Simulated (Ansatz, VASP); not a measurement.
Be: VASP beside Ansatz

Contents of INCAR:

```
SYSTEM = Be
ALGO     = Normal         ! electronic algorithm
EDIFF    = 1E-6           ! SCF threshold, eV
ENCUT    = 520            ! plane-wave cutoff, eV
GGA      = PE             ! functional
ISIF     = 2              ! what is computed and relaxed
ISMEAR   = -1             ! smearing method
LASPH    = .True.         ! aspherical terms in the spheres
LCHARG   = .False.        ! write CHGCAR
LREAL    = .False.        ! projectors in reciprocal space
LWAVE    = .False.        ! write WAVECAR
NBANDS   = 7              ! bands
NELM     = 60             ! most SCF steps
PREC     = Accurate       ! precision mode
SIGMA    = 0.03           ! smearing width, eV
```

The input KPOINTS:

```
k-points
0
Gamma
  23 23 23
  0 0 0
```

File POSCAR:

```
Be
1.0
   -1.2405897418      1.2405897418      1.2531209513
    1.2405897418     -1.2405897418      1.2531209513
    1.2405897418      1.2405897418     -1.2531209513
Be
1
Direct
    0.0000000000      0.0000000000      0.0000000000
```

Input for Ansatz:

```yaml
crystal:
  lattice:
    - [-1.2405897418, 1.2405897418, 1.2531209513]
    - [1.2405897418, -1.2405897418, 1.2531209513]
    - [1.2405897418, 1.2405897418, -1.2531209513]
  atoms:
    - { symbol: Be, position: [0.0, 0.0, 0.0] }
kpoints:
  mp_grid: { grid: [23, 23, 23] }
  band_path:
    path:
      - [0.0, 0.0, 0.0]
      - [0.0, 0.0, 0.5]
      - [0.25, 0.25, 0.25]
      - [0.0, 0.5, 0.0]
      - [0.0, 0.0, 0.0]
      - [0.5, 0.5, -0.5]
      - [0.495025, 0.504975, -0.495025]
      - [-0.495025, 0.495025, 0.495025]
      - [0.0, 0.0, 0.0]
    npoints: 5
scf:
  occupations: { method: fermi_dirac, width: 0.03 }
hamiltonian:
  xc: pbe
  pseudopotentials: { kind: all_electron, lapw: { basis_error: 0.00025 } }
output:
  forces: true
  stress: true
  eigenvalues: true
```

Change from the starting cell: equal xx and yy strain of -1 %.

Alike in both runs: task single point; functional PBE; k mesh 23 × 23 × 23; occupations fermi-dirac, width 0.03 eV; no spin polarisation.

|  | VASP | Ansatz |
| --- | --- | --- |
| version | VASP 6.6.1 | Ansatz 0.2.0 |
| potentials or method | VASP PAW PBE potentials, release 64 (Be) | all-electron LAPW, scalar-relativistic |
| plane-wave cutoff (eV) | 520 | see its input |

Ansatz gave:

| Property | Result |
| --- | --- |
| pressure (GPa) | 1.6 |
| largest component of the traceless stress (GPa) | 1.13 |

**Question.** Which values does VASP return?

**Answer.** Pressure (GPa): 1.8; largest component of the traceless stress (GPa): 1.12.

Ansatz ran all-electron here, so the differences hold the error of VASP's frozen core and of both bases.
